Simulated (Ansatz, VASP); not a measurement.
# Two plane-wave programs on WS2

```xyz
3
Lattice="1.4584 0.8420 5.1374 -1.4584 0.8420 5.1374 0.0000 -1.6840 5.1374" Properties=species:S:1:pos:R:3 pbc="T T T"
W     0.0000    0.0000    0.0041
S     0.0000    0.0000    6.7344
S     0.0000    0.0000    3.5678
```

Alike in both runs: functional PBE; k mesh 12 × 12 × 12; occupations gaussian, width 0.01 eV; no spin polarisation.

Ansatz relaxed the structure, and its values are those at the end. VASP's run is a single point on that final structure, the one shown.

```csv
,VASP,Ansatz
version,VASP 6.6.1,Ansatz 0.2.0
potentials or method,"VASP PAW PBE potentials, release 64 (W_sv, S)","scalar-relativistic, plane waves, PAW"
plane-wave cutoff (eV),520,420
valence electrons in the cell,26,26
```

|  | VASP | Ansatz | Ansatz less VASP |
| --- | --- | --- | --- |
| gap on the k mesh at the Fermi level (eV) | none | none | - |
| rms of the force components (eV/Å) | 0.005 | 0.001 | -0.0033 |

A gap of «none» marks a metal or a gap that the smearing closes. With one functional, cell and mesh, what is left measures potentials, basis and numerics.

 Spin-orbit coupling is left out, which matters for the levels of W.
